## Which part of a layered crystal resists a change of volume?

The mean pressure is one third of the sum of three stresses. In a layered crystal two of them act within the sheets and one acts across them, along c. If the solid answered equally in all directions, each would supply a third of any change in pressure. In PtS₂, stretched by nearly the same fraction along every edge, the stress along c supplies only 14 %.

Ansatz 0.2.0, plane-wave PBE with PAW potentials for bulk PtS₂, without spin polarisation or spin–orbit coupling; cutoff 420 eV, 12 × 12 × 6 k mesh, Fermi–Dirac smearing 0.02 eV. The cells are the r²SCAN-rVV10 structure and strained copies of it, with atoms relaxed in that functional and held fixed here. Pressure and stress are positive in compression.

```
volume (Å³/atom)     c/a  shortest distance (Å)  pressure (GPa)  stress xx (GPa)  stress zz (GPa)
          15.856  1.4420                  2.340          21.010           26.090           10.860
          16.063  1.4420                  2.344          19.270           23.930            9.930
          17.204  1.4420                  2.364          11.060           13.700            5.790
          18.297  1.4420                  2.383           5.250            6.250            3.250
          18.664  1.4420                  2.389           3.650            4.160            2.630
          18.730  1.4470                  2.390           3.550            4.060            2.550
          18.844  1.4419                  2.392           2.920            3.200            2.360
          18.923  1.4420                  2.394           2.620            2.800            2.250
          20.965  1.4419                  2.428          -3.480           -5.440            0.430
          21.068  1.4420                  2.430          -3.710           -5.760            0.380
```

Stress xx, equal to stress yy in every row, acts within the sheets, and stress zz acts along c; both are positive in compression. From the smallest to the largest volume, xx falls by about 32 GPa and zz by about 10 GPa. The ratio c/a stays at 1.442, except in the cell at 18.730 Å³/atom, which was stretched along c alone. The shapes of these cells and the positions of their atoms come from another functional, one that includes dispersion, while the stresses are PBE values without it. The unstrained cell, at 18.664 Å³/atom, therefore already shows 3.65 GPa, which is a mismatch of methods and not an applied load. No run with a higher wave cutoff is at hand, so a small offset in the stresses cannot be excluded; it would matter most for the small zz of the two widest cells.

### The tempting answer: the gap

The weak place in such a crystal is the gap between the sulfur layers of neighbouring sheets. It opens by 34 % along the series, while the edge a grows by 10 % and the Pt–S distance by only 4 %. It is natural to conclude that the pressure comes from sulfur atoms pushed together across this gap.

The direction of the stress speaks against it. Take a force acting along the line between two atoms that are separated by a height H and a sideways distance r. Averaged over the symmetric set of such contacts, it gives xx and zz in the ratio r²/(2H²). For sulfur neighbours across the gap this is about 0.4 in the densest cell, so they push mainly along c. The calculation gives a ratio of 2.4.

### A better answer: gap and bonds together

Pt–S bonds lie flatter and push more strongly sideways. They can be joined to the gap contacts in a model without adjustable constants. Let h be the height of sulfur above the platinum plane and g the height of the gap. Both kinds of contact have the same sideways distance, with r² = a²/3. If each sulfur atom is in balance, sheet and gap pass on the same force along c, like two springs in series. Weighting each part by its height gives

xx = zz × [r²/h + r²/(2g)] / c

In the densest cell r² = 3.77 Å², h = 1.30 Å, g = 2.24 Å and c = 4.85 Å. With unrounded lengths the bracket is 2.89 + 0.84 = 3.73 Å, and division by c gives 0.77. With zz = 10.86 GPa the model yields xx ≈ 8.4 GPa, against 26.09 GPa in the table.

The sulfur atoms are not exactly in balance in PBE, but the forces left on them alter this estimate by less than 1 GPa. In the two largest cells even the sign is wrong: the model gives a slight compression where the calculation gives a tension of more than 5 GPa. The output printed after the text shows that the model misses by more than the leftover forces allow in every row. Gap contacts and simple bond springs are therefore not enough. Something within the sheet must let it push and pull harder sideways.

### What remains: bonds with a direction

Each platinum atom sits in an octahedron of six sulfur atoms, and its bonds have preferred directions as well as a preferred length. Widening the sheet opens the angle between neighbouring bonds on one face of the octahedron from about 92° to 99°. Angle forces alone cannot supply the mean pressure, because scaling all distances alike leaves every angle as it was. They can, however, take up part of the vertical force on sulfur. A shortened Pt–S bond can then push harder sideways than the spring model allows, and a stretched one can pull harder. For this to work both ways, the preferred angle must lie between 92° and 99°, probably near the 96° of the unstrained cell, and not at the 90° of a regular octahedron. The stresses fit this picture but do not prove it, because forces between neighbouring platinum atoms could also contribute.

The sulfur atoms that lie side by side at the distance a also repel each other, but their share seems small. In the unstrained cell the sulfur contacts across the gap are 3.37 Å long, about the same as a in the densest cell. If both kinds of contact push alike at that distance, the side-by-side atoms supply only 2 to 3 GPa of the 18 GPa that the model misses there. Sulfur atoms on opposite faces of a sheet, about 3.2 Å apart, repel each other too, but they push mainly along c and so cannot fill the shortfall in the dense cells. In the wide cells they may share the work of the angle forces, holding the faces apart while the bonds pull. In the two widest cells the mean pressure is negative, which neither sulfur repulsion nor angle forces can produce. Stretched Pt–S bonds are the likely source of that tension.

The cell stretched along c alone separates the effect of a longer c from that of a wider sheet. Lengthening c by 0.35 % lowers xx by only 0.10 GPa. Stretching all edges by a similar 0.32 % lowers it by 0.96 GPa. Scaled to the same strain, the change along c accounts for about a tenth of the fall in xx, and the wider sheet for the rest. This division rests on one cell close to the unstrained one, and on a difference known to about 10 %.

The same comparison holds a surprise for the stress along c. Only about a quarter of its fall comes from lengthening c; most of it comes from widening the sheet. The geometry suggests why. A Pt–S bond that nearly keeps its length must lie flatter when the sheet widens, so sulfur sinks towards the platinum plane. The sheet thins from 2.61 to 2.32 Å over the series, and the gap gains this height on top of the growth of c. Widening also moves the sulfur atoms on the two sides of the gap apart sideways. It thus relieves the gap in two ways.

### Where the stiffness changes

The response is far from constant. In the two densest cells, a further equal stretch of 1 % would relieve about 5 GPa of xx and 2 GPa of zz. In the two widest cells the figures are about 2 GPa and 0.3 GPa. The response along c thus fades about sevenfold, that within the sheets only two- to threefold. A likely reason is that the repulsion between closed sulfur shells drops steeply with distance, and the gap is where distances grow most.

This difference matters when a single pressure is read from the table. The mean pressure changes sign between 18.923 and 20.965 Å³/atom, yet zz is positive in every row. At zero mean pressure the sheets would therefore be under tension while the crystal was still compressed along c. The absence of dispersion attraction in PBE probably helps to keep zz positive.

Nor do the densest cells represent a crystal squeezed by a fluid, which presses equally on all faces. With xx more than twice zz, a crystal free to adjust would widen its sheets and shorten along c. An equation of state for fluid pressure therefore needs c/a to be relaxed at each volume, together with the atoms.

Output of the analysis:

```
Geometry and two-contact network:
     row  a (Å)  sheet thickness (Å)  gap height (Å)  xx from network (GPa)  possible error from S force (GPa)  computed xx less network (GPa)
  15.856  3.365                2.609           2.243                  8.358                             0.7401                           17.73
  16.063  3.379                2.598           2.274                  7.676                             0.7174                           16.25
  17.204  3.457                2.533           2.453                  4.597                             0.5196                           9.103
  18.297  3.529                2.472           2.618                  2.652                              0.332                           3.598
  18.664  3.553                 2.45           2.673                  2.167                             0.2668                           1.993
   18.73  3.553                2.454           2.687                  2.089                             0.2615                           1.971
  18.844  3.564                2.439             2.7                  1.954                             0.2413                           1.246
  18.923  3.569                2.438           2.709                  1.866                             0.2285                          0.9344
  20.965  3.693                2.323           3.002                 0.3772                            0.04797                          -5.817
  21.068  3.699                2.319           3.015                 0.3341                            0.05694                          -6.094
Fall of in-plane stress from first to last row (GPa): 31.85
Fall of c stress from first to last row (GPa): 10.48
Ratio of the two falls: 3.039
Share of the c stress in the fall of mean pressure (%): 14.13
Growth of a from first to last row (%): 9.937
Growth of Pt-S distance from first to last row (%): 3.846
Growth of gap height from first to last row (%): 34.45
Computed ratio xx/zz in the first row: 2.402
Ratio xx/zz from gap contacts alone in the first row: 0.3752
Ratio xx/zz from the two-contact network in the first row: 0.7696
Part of the in-plane stress fall due to c in the step 18.664 to 18.844 (%): 9.439
Part of the c stress fall due to c in the same step (%): 26.85
Fall of c stress in that step predicted by reciprocity (GPa): 0.2537
Fall of c stress in that step as computed (GPa): 0.27
In-plane stress fall per unit equal strain in the two densest rows (GPa): 499.6
In-plane stress fall per unit equal strain in the two widest rows (GPa): 195.9
c stress fall per unit equal strain in the two densest rows (GPa): 215.1
c stress fall per unit equal strain in the two widest rows (GPa): 30.61
```
